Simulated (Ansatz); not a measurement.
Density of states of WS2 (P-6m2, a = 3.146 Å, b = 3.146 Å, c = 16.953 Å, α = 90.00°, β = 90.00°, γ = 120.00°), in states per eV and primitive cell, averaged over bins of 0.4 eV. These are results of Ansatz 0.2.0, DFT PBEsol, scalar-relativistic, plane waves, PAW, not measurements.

Plane waves to 420 eV, a k mesh through Γ of 12×12×2 on the computed 3-atom cell and Gaussian smearing (0.02 eV); no spin polarisation.

The cell is relaxed at this level. The states (both spins) are summed by tetrahedra on a 18×18×3 mesh at the self-consistent density. Energies are bin centres; the table starts no lower than −8 eV and ends at 6 eV, or lower where the solved bands end.

The gap is 1.94 eV at this level, with the zero inside it.

```tsv
E − E_F (eV)	total	S 3p	W 5d	S 3s	W 6s
-7.45	0.97	0.59	0.21	0.06	0.09
-7.05	1.85	1.09	0.50	0.08	0.14
-6.65	2.95	1.68	1.02	0.08	0.11
-6.25	1.30	0.89	0.35	0.05	0.00
-5.85	0.79	0.54	0.20	0.03	0.00
-5.45	4.27	2.46	1.13	0.38	0.19
-5.05	1.22	0.72	0.36	0.08	0.04
-4.65	2.73	1.81	0.79	0.08	0.01
-4.25	2.84	1.77	0.98	0.04	0.01
-3.85	1.47	0.85	0.56	0.01	0.01
-3.45	1.71	1.03	0.60	0.03	0.01
-3.05	4.04	2.86	0.95	0.13	0.01
-2.65	2.30	1.83	0.36	0.05	0.01
-2.25	1.90	1.46	0.36	0.02	0.01
-1.85	2.52	0.82	1.55	0.04	0.03
-1.45	1.58	0.47	1.03	0.02	0.02
-1.05	0.54	0.15	0.36	0.01	0.00
-0.65	0.00	0.00	0.00	0.00	0.00
-0.25	0.00	0.00	0.00	0.00	0.00
0.15	0.00	0.00	0.00	0.00	0.00
0.55	0.00	0.00	0.00	0.00	0.00
0.95	0.43	0.15	0.24	0.00	0.01
1.35	2.64	0.94	1.49	0.03	0.04
1.75	4.10	1.35	2.50	0.06	0.04
2.15	3.11	0.86	1.95	0.08	0.06
2.55	3.28	0.94	1.92	0.10	0.05
2.95	2.10	0.73	1.05	0.09	0.01
3.35	0.81	0.37	0.37	0.02	0.00
3.75	2.25	1.00	1.02	0.08	0.00
4.15	1.02	0.31	0.42	0.09	0.07
```

The columns after the total are the main Löwdin projections on the occupied valence shells of the potentials; 1 other is left out. The rest of the total lies in those, in shells that are empty in the free atom, which aren't projected, and between the atoms.

Spin-orbit coupling is left out, which matters for the bands of heavy elements. The cell holds layers, and where no dispersion correction was added their binding is poorly described.

This form isn't the usual stable structure of the compound.

Cost: 1 run of about 1.2 core-minutes, on Intel Xeon Platinum 8375C (Ice Lake) (shared hosts).